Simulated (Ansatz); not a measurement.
# GaSb: equation of state with PBEsol

The system is GaSb.

```
CELL_PARAMETERS angstrom
0.00000 3.05900 3.05900
3.05900 0.00000 3.05900
3.05900 3.05900 0.00000
ATOMIC_POSITIONS crystal
Sb 0.75000 0.75000 0.75000
Ga 0.00000 0.00000 0.00000
```

* Program: Ansatz 0.2.0
* Task: equation of state
* Functional: PBEsol
* Potentials or basis: all-electron LAPW, scalar-relativistic
* Basis error allowed: 0.0005 eV/atom
* k mesh: 8 × 8 × 8
* Occupations: fermi-dirac, width 0.05 eV
* Spin: no spin polarisation

```
Equilibrium volume                      : 28.54 Å³/atom
Bulk modulus                            : 51 GPa
Pressure derivative of the bulk modulus : 4.6
```

Energy against volume, from the lowest point:
```
volume (Å³/atom)  energy (meV/atom)
          26.907              16.46
          27.480               6.60
          28.052               1.30
          28.625               0.00
          29.197               2.27
          29.770               7.78
          30.342              16.18
```

All runs of the series together: 2.4 min on 1 thread of Arm Neoverse V2, on a shared host.

The run has no spin-orbit coupling, so splittings on Sb are missing.
